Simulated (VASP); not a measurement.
# RbBr (Pm-3m) in VASP: further runs, part 2 of 2

VASP 6.6.1.

## (3) Relaxation of cell and atoms, PBEsol

This run uses another cell than the first one, of 35.12 Å³/atom, 1.042 times its volume.

The input, INCAR:

```
SYSTEM = RbBr
PREC = Accurate
ENCUT = 600
EDIFF = 1E-6
ISMEAR = 0
SIGMA = 0.02
LREAL = .False.
LASPH = .True.
NELM = 100
ALGO = Normal
ISIF = 3
LWAVE = .False.
LCHARG = .False.
GGA = PS
IBRION = 2
NSW = 100
EDIFFG = -0.005
```

The input, KPOINTS:

```
regular mesh
0
Gamma
  6 6 6
  0 0 0
```

The input, POSCAR:

```
RbBr
1.0
    4.1260773000      0.0000000000      0.0000000000
    0.0000000000      4.1260773000      0.0000000000
    0.0000000000      0.0000000000      4.1260773000
Rb Br
1 1
Direct
    0.0000000000      0.0000000000      0.0000000000
    0.5000000000      0.5000000000      0.5000000000
```

Potentials or basis: VASP PAW PBE potentials, release 64 (Rb_sv, Br).

On the command line:

```
cat potpaw_PBE.64/Rb_sv/POTCAR potpaw_PBE.64/Br/POTCAR > POTCAR
mpirun -np 1 vasp_std > vasp.out
```

OUTCAR:

```text
SYSTEM = RbBr
   PREC = Accurate
   ENCUT = 600
   EDIFF = 1E-6
   ISMEAR = 0
   LREAL = .False.
   LASPH = .True.
   NELM = 100
   ISIF = 3
   GGA = PS
   IBRION = 2
   NSW = 100
   EDIFFG = -0.005

 ion  position               nearest neighbor table
   1  0.000  0.000  0.000-   2 3.57   2 3.57   2 3.57   2 3.57   2 3.57   2 3.57   2 3.57   2 3.57

   2  0.500  0.500  0.500-   1 3.57   1 3.57   1 3.57   1 3.57   1 3.57   1 3.57   1 3.57   1 3.57

  LATTYP: Found a simple cubic cell.
 ALAT       =     4.1260773000

  Lattice vectors:

 A1 = (   4.1260773000,   0.0000000000,   0.0000000000)
 A2 = (   0.0000000000,   4.1260773000,   0.0000000000)
 A3 = (   0.0000000000,   0.0000000000,   4.1260773000)

Analysis of symmetry for initial positions (statically):
=====================================================================
 Subroutine PRICEL returns:
 Original cell was already a primitive cell.

 Routine SETGRP: Setting up the symmetry group for a
 simple cubic supercell.

 Subroutine GETGRP returns: Found 48 space group operations
 (whereof 48 operations were pure point group operations)
 out of a pool of 48 trial point group operations.

[... 151 lines left out ...]
 number of electron      16.0000001 magnetization

 Free energy of the ion-electron system (eV)
  ---------------------------------------------------
  ext. energy  EPLUGINS =         0.00000000
  ---------------------------------------------------
  free energy    TOTEN  =        -6.29671987 eV

  energy without entropy =       -6.29671987  energy(sigma->0) =       -6.29671987

------------------------ aborting loop because EDIFF is reached ----------------------------------------

  FORCE on cell =-STRESS in cart. coord.  units (eV):
  Direction    XX          YY          ZZ          XY          YZ          ZX
  --------------------------------------------------------------------------------------
  -------------------------------------------------------------------------------------
  Total       -0.2449020     -0.2449020     -0.2449020     -0.0000000     -0.0000000      0.0000000
  in kB       -5.5858700     -5.5858700     -5.5858700     -0.0000000     -0.0000000      0.0000000
  external PRESSURE =      -5.5858700 kB  Pullay stress =       0.0000000 kB
[... 95 lines left out ...]
--------------------------------------- Ionic step        4  -------------------------------------------

 number of electron      16.0000000 magnetization

 Free energy of the ion-electron system (eV)
  ---------------------------------------------------
  ext. energy  EPLUGINS =         0.00000000
  ---------------------------------------------------
  free energy    TOTEN  =        -6.30120440 eV

  energy without entropy =       -6.30120440  energy(sigma->0) =       -6.30120440

 E-fermi :  -0.4839     XC(G=0):  -8.2791

 val. band max:       -0.5920384834   @ k =   0.5000   0.5000   0.0000
 cond. band min:       3.4310428310   @ k =   0.0000   0.0000   0.0000
 fundamental gap:      4.0230813144
 Fermi energy:        -0.4839358869

 k-point     1 :       0.0000    0.0000    0.0000
  band No.  band energies     occupation
      1     -25.5712      2.00000
      2     -13.2927      2.00000
      3      -9.5575      2.00000
      4      -9.5575      2.00000
      5      -9.5575      2.00000
      6      -0.7500      2.00000
      7      -0.7500      2.00000
      8      -0.7500      2.00000
      9       3.4310      0.00000
     10       4.8204      0.00000
     11       4.8204      0.00000
     12       9.4058      0.00000
[... 312 lines left out ...]
  FREE ENERGIE OF THE ION-ELECTRON SYSTEM (eV)
  ---------------------------------------------------
  free  energy   TOTEN  =        -6.3012044036 eV

  energy  without entropy=       -6.3012044036  energy(sigma->0) =       -6.30120440

 reached required accuracy - stopping structural energy minimisation
```

CONTCAR:

```text
RbBr
   1.00000000000000
     4.0765813348677602    0.0000000000000000    0.0000000000000000
    -0.0000000000000000    4.0765813348677602   -0.0000000000000000
    -0.0000000000000000   -0.0000000000000000    4.0765813348677602
  Rb              Br
     1     1
Direct
     0.0000000000000000    0.0000000000000000    0.0000000000000000
     0.5000000000000000    0.5000000000000000    0.5000000000000000

  0.00000000E+00  0.00000000E+00  0.00000000E+00
  0.00000000E+00  0.00000000E+00  0.00000000E+00
```

It took 29 s on 1 thread of Intel Xeon 6975P-C (Granite Rapids), shared host; peak memory 0.22 GiB.

Results:

- Free energy: -6.3012 eV
- Relaxed volume: 33.87 Å³/atom
- Relaxed cell: a = 4.077 Å, b = 4.077 Å, c = 4.077 Å, α = 90.00°, β = 90.00°, γ = 90.00°
- Space group after relaxing (to 0.05 Å): Pm-3m (No. 221)
- Energy gained by relaxing: 2.2 meV/atom
- Ionic steps: 4
- Pressure after relaxing: 0.0 GPa
- Band gap on the k mesh: 4.02 eV, indirect (least direct gap 4.18 eV)

Step by step:
```csv
step,energy change (eV),largest force (eV/Å),pressure (GPa),volume (Å³)
1,0.0000,0.0000,-0.56,70.24
2,-0.0033,0.0000,-0.30,69.01
3,-0.0045,0.0000,0.03,67.64
4,-0.0045,0.0000,0.01,67.75
```

Final structure:
```yaml
crystal:
  lattice:
    - [4.07658, 0.00000, 0.00000]
    - [0.00000, 4.07658, 0.00000]
    - [0.00000, 0.00000, 4.07658]
  atoms:
    - { symbol: Rb, position: [0.00000, 0.00000, 0.00000] }
    - { symbol: Br, position: [0.50000, 0.50000, 0.50000] }
```

Caveat: the PAW data sets were made with another functional, which shifts forces and pressure a little. Expect the measured gap to be larger: semilocal functionals such as PBEsol lack the derivative discontinuity.
